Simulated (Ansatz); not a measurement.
NbAs:

```xyz
4
Lattice="-1.7259 1.7259 5.8400 1.7259 -1.7259 5.8400 1.7259 1.7259 -5.8400" Properties=species:S:1:pos:R:3 pbc="T T T"
Nb    0.0000    1.7259    0.0000
Nb    0.0000    0.0000    8.7600
As    0.0000    1.7259    4.8589
As    0.0000    0.0000    1.9389
```

| Quantity | Value |
| --- | --- |
| Program | Ansatz 0.2.0 |
| Task | relaxation of cell and atoms |
| Functional | PBEsol |
| Dispersion | D3(BJ)-ATM |
| Potentials or basis | Ansatz PAW |
| Cutoff | 420 eV (not typed: the program's choice for these potentials) |
| k mesh | 11 × 11 × 11 |
| Occupations | fermi-dirac, width 0.05 eV |
| Spin | no spin polarisation |

At the start: volume 17.39 Å³/atom.

Question: Where does the relaxation end?

Answer: It ends after 4 steps and the volume is 16.68 Å³/atom (-4.1 %); space group I4_1md (No. 109, to 0.05 Å).

The path:
| step | energy change (eV) | largest force (eV/Å) | volume (Å³) |
| --- | --- | --- | --- |
| 1 | 0.0000 | 0.2881 | 69.58 |
| 2 | -0.0743 | 0.0296 | 66.91 |
| 3 | -0.0747 | 0.0025 | 66.72 |
| 4 | -0.0743 | 0.0025 | 66.72 |

Final structure:
```yaml
crystal:
  lattice:
    - [-1.70713, 1.70713, 5.72347]
    - [1.70713, -1.70713, 5.72347]
    - [1.70713, 1.70713, -5.72347]
  atoms:
    - { symbol: Nb, position: [0.49852, 0.99852, 0.50000] }
    - { symbol: Nb, position: [0.74852, 0.74852, 0.00000] }
    - { symbol: As, position: [0.91748, 0.41748, 0.50000] }
    - { symbol: As, position: [0.16748, 0.16748, 0.00000] }
```

Caveat: the plane-wave basis is chosen anew once the cell has moved, so the energies of steps on either side of that aren't comparable; the PAW data sets come from PBE, with cores solved anew for the run's functional, which leaves a small shift of forces and pressure.
